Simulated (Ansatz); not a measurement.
**Relaxation of HfO$_{2}$**

These are results of DFT r2SCAN, scalar-relativistic, plane waves, PAW (Ansatz), not measurements. (500 eV cutoff, 6×6×6 k-mesh, Gaussian smearing of 0.02 eV, no spin polarisation)

What was changed: biaxial strain in the a-b plane, c and atoms relaxed: +4.5 %.

Spin–orbit coupling is left out, which can shift energies with elements as heavy as these.

Command:

```bash
ansatz run input.yaml --threads 1 --pin off --max-ram 2560MiB --backend cpu --events-out ev --progress --plain --runs-dir out
```

Input:

```yaml
crystal:
  lattice:
    - [3.7377814262, 0.0, 0.0]
    - [0.0, 3.7377814262, 0.0]
    - [0.0, 0.0, 5.0622017534]
  atoms:
    - { symbol: Hf, position: [0.5, 0.5, 0.5] }
    - { symbol: Hf, position: [0.0, 0.0, 0.0] }
    - { symbol: O, position: [0.0, 0.5, 0.6919993738] }
    - { symbol: O, position: [0.5, 0.0, 0.8080006262] }
    - { symbol: O, position: [0.5, 0.0, 0.3080006262] }
    - { symbol: O, position: [0.0, 0.5, 0.1919993738] }
basis:
  ecutwfc: 500
kpoints:
  mp_grid: { grid: [6, 6, 6] }
hamiltonian:
  xc: r2scan
scf:
  occupations: { method: gaussian, width: 0.02 }
output:
  forces: true
  stress: true
  eigenvalues: true
relax:
  adjacent_minimum: "off"
  f_tol: 0.008
  max_steps: 40
  cell: { stress_tol: 0.015, fix: [a, b, gamma] }
```

F is the free energy. Steps run on the plane waves of an earlier cell, but the last one, and at times one on the way, on a freshly chosen basis, so a repeated geometry can differ a little in energy. The held parts of the cell keep their stress, so P needn't end at zero.

Steps:

```
step F − F(1) (eV) largest force component (eV/Å) V (Å³/atom) P (GPa)
   1         0.0000                           0.012       11.787   -14.33
   2        -0.0013                           0.106       12.018   -17.53
   3        -0.0089                           0.043       11.916   -16.08
   4        -0.0098                           0.009       11.928   -15.87
   5        -0.0098                           0.000       11.933   -15.83
   6        -0.0102                           0.000       11.933   -15.84
```

Relaxed structure:

```yaml
crystal:
  lattice:
    - [3.73778, 0.00000, 0.00000]
    - [0.00000, 3.73778, 0.00000]
    - [0.00000, 0.00000, 5.12457]
  atoms:
    - { symbol: Hf, position: [0.50000, 0.50000, 0.50000] }
    - { symbol: Hf, position: [0.00000, 0.00000, 0.00000] }
    - { symbol: O, position: [0.00000, 0.50000, 0.68880] }
    - { symbol: O, position: [0.50000, 0.00000, 0.81120] }
    - { symbol: O, position: [0.50000, 0.00000, 0.31120] }
    - { symbol: O, position: [0.00000, 0.50000, 0.18880] }
```

The structure is tetragonal, space group P4_2/nmc (No. 137). Conventional cell: a = 3.738 Å, b = 3.738 Å, c = 5.125 Å, α = 90.00°, β = 90.00°, γ = 90.00°. Hf (site symmetry -4m2) is surrounded by 4 O at 2.10 Å. O (site symmetry 2mm) is surrounded by 2 Hf at 2.10 Å.

The run converged. It took 49 s on 1 thread of Intel(R) Xeon(R) 6975P-C (Granite Rapids) (shared host), peak memory 0.62 GiB.